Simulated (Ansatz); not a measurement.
Runs of Ansatz 0.2.0 on InAs. Symmetry: Fm-3m, No. 225, cubic system. Conventional cell: a = 5.755 Å, b = 5.755 Å, c = 5.755 Å, α = 90.00°, β = 90.00°, γ = 90.00°. In (site symmetry m-3m) has 6 As at 2.88 Å as nearest neighbours. As (site symmetry m-3m) is surrounded by 6 In at 2.88 Å. Measurements of this composition are mostly on another form, of space group No. 216.

```tsv
level	potentials or basis	k mesh	cutoff (eV)	smearing	basis error allowed	mesh quality	gap on the mesh (eV)	pressure (GPa)
PBEsol	all-electron LAPW, scalar-relativistic	8 × 8 × 8	221	gaussian 0.05 eV	0.001 eV/atom	not flagged	none	-3.3
LDA	all-electron LAPW, scalar-relativistic	8 × 8 × 8	222	gaussian 0.02 eV	0.001 eV/atom	not flagged	none	-5.1
HSE03+D3(BJ)	all-electron PAW datasets made for the crystal	4 × 4 × 4	340	gaussian 0.1 eV	-	coarse	none	(a)
LDA	all-electron LAPW, scalar-relativistic	8 × 8 × 8	222	gaussian 0.05 eV	0.001 eV/atom	not flagged	none	-5.1
```

Alike in all rows: task single point; no spin polarisation; cell as given.

Task: Fill in the values left out.

Result: (a) -5.0.

Caveats: some runs use coarse meshes; the k mesh is thin for a metal, which can move the energy by tens of meV per atom (some runs); pairwise dispersion overbinds metals, which lowers pressure and volume (some runs); the dispersion damping was fitted for another functional or another form of the correction (some runs).

A k mesh can miss the band edges, and the runs leave out spin-orbit coupling on As, In.

A gap of «none» marks a metal or a gap under the smearing width.

The runs don't all hold the same shells in valence.
